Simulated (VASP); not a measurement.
# VASP inputs for BeS (strained rocksalt)

INCAR

```
IBRION = -1
LWAVE = .FALSE.
NELM = 120
SIGMA = 0.01
NSW = 0
METAGGA = R2SCAN
ENCUT = 520
PREC = Accurate
NBANDS = 11
EDIFF = 1E-7
LCHARG = .FALSE.
LASPH = .TRUE.
LREAL = .FALSE.
ISMEAR = 0
ALGO = Normal
ISIF = 2
```

KPOINTS

```
KPOINTS created by Atomic Simulation Environment
0
Gamma
10 10 10
0 0 0
```

KPOINTS_OPT

```
special points
7
Reciprocal
0.0000000000 0.0000000000 0.0000000000 1
0.5000000000 0.0000000000 0.5000000000 1
0.6250000000 0.2500000000 0.6250000000 1
0.3750000000 0.3750000000 0.7500000000 1
0.5000000000 0.5000000000 0.5000000000 1
0.5000000000 0.2500000000 0.7500000000 1
0.1432290000 0.0078120000 -0.1354170000 1
```

POSCAR

```
Be S
 1.0000000000000000
     0.0000000000000000    2.3172971968999998    2.3172971968999998
     2.4099890847999998    0.0000000000000000    2.3172971968999998
     2.4099890847999998    2.3172971968999998    0.0000000000000000
 Be  S
   1   1
Cartesian
  0.0000000000000000  0.0000000000000000  0.0000000000000000
  2.4099890847999998  2.3172971968999998  2.3172971968999998
```

VASP ran with the recommended PBE PAW datasets (8 valence electrons in the cell).

**Question.** What does this run give?

**Answer.** gap between bands v and c 1.17 eV; least direct gap 4.06 eV; pressure -3.9 GPa.

Band v is the last that the valence electrons fill when counted band by band, and c is the next. Levels in eV from the top of v:

```json
{"point": "Γ", "v−1": "-0.44", "v": "0.00", "c": "5.72", "c+1": "9.09"}
{"point": "X", "v−1": "-3.50", "v": "-2.89", "c": "1.17", "c+1": "4.95"}
{"point": "K", "v−1": "-5.06", "v": "-2.50", "c": "2.54", "c+1": "7.90"}
{"point": "L", "v−1": "-0.66", "v": "-0.41", "c": "4.24", "c+1": "4.64"}
{"point": "W", "v−1": "-5.42", "v": "-3.64", "c": "4.77", "c+1": "6.00"}
```
